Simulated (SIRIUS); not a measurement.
Crystal: CsBr.

```xyz
2
Lattice="4.3256 0.0000 0.0000 0.0000 4.3256 0.0000 0.0000 0.0000 4.3256" Properties=species:S:1:pos:R:3 pbc="T T T"
Cs    0.0000    0.0000    0.0000
Br    2.1628    2.1628    2.1628
```

The cell comes from a database or a generator and needn't be the stable form of this composition.

Base run:

- Program: SIRIUS 7.12.0
- Functional: LDA
- Potentials or basis: all-electron FP-LAPW
- Cutoff: 170 eV
- Basis: apw+lo standard
- k mesh: 6 × 6 × 6
- Occupations: fermi-dirac, width 0.05 eV
- Spin: no spin polarisation

Its results: band gap on the k mesh 4.03 eV, indirect (least direct gap 4.03 eV).

**Question.** The run is repeated on the same cell with these changes: functional from LDA to PBEsol. What comes out?

**Answer.** Band gap on the k mesh 4.24 eV, indirect (least direct gap 4.24 eV).

Caveats: spin-orbit coupling is left out, which moves the levels of the heavy elements.
